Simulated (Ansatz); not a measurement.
GaN in the wurtzite structure, relaxed with r2SCAN in the plane-wave code Ansatz: the symmetry is P6_3mc (No. 186, hexagonal); a = 3.183 Å, c = 5.184 Å in the conventional setting, 11.37 Å³ an atom. Ga has 4 N at 1.95 Å; N has 4 Ga at 1.95 Å. The primitive cell holds 4 atoms in 45.49 Å³. Calculated for a static, non-magnetic cell.

Computed values: PBE gives a gap of 1.93 eV and PBE0 (25 % exact exchange) 3.89 eV; one over PBE's mean ε∞ is 0.172. HSE06+SOC (6×6×4) gives a least gap of 3.19 eV, direct.

**Question.** What is the density?

**Answer.** The cell holds 2 Ga, 2 N: M = 2×69.723 + 2×14.007 = 167.46 u in V = 45.49 Å³. ρ = 1.66054 × M/V = 1.66054 × 167.46/45.49 = 6.113 g/cm³, for the static r2SCAN lattice.

**Question.** Taking the gap as linear in the share of unscreened exchange, estimate the gap of the hybrid whose share is 1/ε∞.

**Answer.** The slope is (3.89 − 1.93)/0.25 = 7.84 eV per unit share, so E_g ≈ 1.93 + 7.84 × 0.172 = 3.28 eV. The run with that share gives 3.26 eV (6×6×4 mesh), -0.02 eV from the straight line.

**Question.** At what wavelength does absorption set in by HSE06+SOC, excitons left aside?

**Answer.** λ = 1239.84 eV nm/E: 389 nm for the least gap.

Only the levels marked +SOC include spin-orbit coupling.

The meshes of the hybrids are coarse, so their gaps aren't converged to the digits shown.
